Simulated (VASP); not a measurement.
Runs of VASP 6.6.1 on CoO. It takes space group Fm-3m (No. 225, cubic). Conventional cell: a = 4.263 Å, b = 4.263 Å, c = 4.263 Å, α = 90.00°, β = 90.00°, γ = 90.00°. Around Co (site symmetry m-3m) lie 6 O at 2.13 Å. O (site symmetry m-3m) is surrounded by 6 Co at 2.13 Å. 

```csv
level,gap on the mesh (eV),pressure (GPa),moment (μB),relaxed volume (Å³/atom)
SCAN+rVV10,none,-0.1,2.93,(b)
SCAN+MBD-FI,none,-0.1,2.90,9.14
SCAN+MBD,none,-0.1,2.90,9.14
SCAN+D4,none,-0.1,2.93,9.22
SCAN+D3,none,0.0,2.93,9.22
SCAN,none,-0.1,(a),9.27
SCAN+D3(BJ),none,0.0,2.92,9.20
```

Alike in all rows: task relaxation of cell and atoms; potentials or basis VASP PAW PBE potentials, release 64 (Co, O); spin collinear, ferromagnetic start; cell relaxed; k mesh 8 × 8 × 8; cutoff (eV) 600; smearing fermi-dirac 0.05 eV.

Problem. Estimate the missing entries.

Solution. (a) 2.94; (b) 9.21.

Caveats: the PAW data sets were made with another functional, which shifts forces and pressure a little; a cell with one magnetic atom can't hold antiferromagnetic order, which such compounds often take; semilocal functionals often make such compounds metallic where correlation or magnetic order opens a gap, which also shifts bond lengths; pairwise dispersion overbinds metals, which lowers pressure and volume (some runs).

A gap of «none» marks a metal or a gap under the smearing width.
